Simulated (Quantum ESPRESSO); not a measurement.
# MgO under changes of volume

One of the cells (11.804 Å³/atom); the others are scaled copies at fixed shape and fractional positions:

```
Mg O
1.0
     3.30779    0.00000    0.00000
    -1.65389    2.86463    0.00000
     0.00000    0.00000    4.98288
Mg O
2 2
Cartesian
  1.6539 0.9549 2.5022
  0.0000 1.9098 0.0108
  1.6539 0.9549 4.4968
  0.0000 1.9098 2.0053
```

Measurements of this composition are mostly on another form, of space group No. 225.

* Program: Quantum ESPRESSO 7.5
* Functional: LDA
* Potentials or basis: GBRV 1.5 LDA
* Cutoff: 612 eV
* Density cutoff: 4898 eV
* k mesh: 9 × 9 × 6
* Occupations: fermi-dirac, width 0.05 eV
* Spin: no spin polarisation

| volume (Å³/atom) | energy over the lowest point (meV/atom) | pressure (GPa) | gap on the mesh (eV) |
| --- | --- | --- | --- |
| 11.096 | 3.98 | 4.0 | 3.72 |
| 11.332 | 0.00 | 1.0 | 3.60 |
| 11.568 | 0.18 | -1.6 | 3.49 |
| 11.804 | 4.14 | -4.1 | 3.38 |
| 12.040 | 11.48 | -6.2 | 3.27 |
| 12.276 | ? | ? | ? |
| 12.512 | 35.04 | -10.0 | 3.07 |

Problem. What does the run at 12.276 Å³/atom give?

Solution. Energy over the lowest point 21.89 meV/atom; pressure -8.2 GPa; gap on the mesh 3.17 eV.

Worked out: A Birch-Murnaghan fit of order 3 (a polynomial in V^(-2/3)) to the other rows has its minimum at 11.44 Å³/atom with B0 = V·E''(V) = 131 GPa and B' = 4.0 at fixed shape and positions, which overstates the stiffness. It gives 21.88 meV/atom at 12.276 Å³/atom, against the run's 21.89, and -dE/dV = -8.0 GPa, against -8.2. A straight line through the other rows of the gap, of slope -5.41 eV per unit of ln V (its deformation potential), gives 3.17 eV, against the run's 3.17.

Energies are extrapolated to zero smearing.

Caveats: an odd mesh through Γ misses points on the zone boundary, where band edges often lie.
